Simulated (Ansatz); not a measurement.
AgI (P6_3mc) from a database of computed structures, relaxed with r2SCAN+rVV10 in Ansatz: it is hexagonal, P6_3mc (No. 186); conventional cell a = 4.441 Å, c = 14.881 Å, 31.77 Å³ an atom. Around Ag lie 4 I at 2.86–2.89 Å and 3 Ag at 2.98 Å; around I lie 4 Ag at 2.86–2.89 Å. The primitive cell holds 8 atoms in 254.17 Å³. Spin-unpolarised throughout; all numbers are computed.

Computed values: PBE gives a gap of 1.49 eV and PBE0 (25 % exact exchange) 3.19 eV; one over PBE's mean ε∞ is 0.185. HSE06 (6×6×2) gives a least gap of 2.53 eV, direct.

Q: What is the density?

A: The cell holds 4 Ag, 4 I: M = 4×107.868 + 4×126.904 = 939.09 u in V = 254.17 Å³. ρ = 1.66054 × M/V = 1.66054 × 939.09/254.17 = 6.135 g/cm³, for the static r2SCAN+rVV10 lattice.

Q: Taking the gap as linear in the share of unscreened exchange, estimate the gap of the hybrid whose share is 1/ε∞.

A: The slope is (3.19 − 1.49)/0.25 = 6.80 eV per unit share, so E_g ≈ 1.49 + 6.80 × 0.185 = 2.75 eV. The run with that share gives 2.74 eV (6×6×2 mesh), -0.01 eV from the straight line.

Q: At what wavelength does absorption set in by HSE06, excitons left aside?

A: λ = 1239.84 eV nm/E: 490 nm for the least gap. The direct edge lies in the visible range.

Spin-orbit coupling is left out, which matters wherever the heavy atoms make up the band edges.

The meshes of the hybrids are coarse, so their gaps aren't converged to the digits shown.
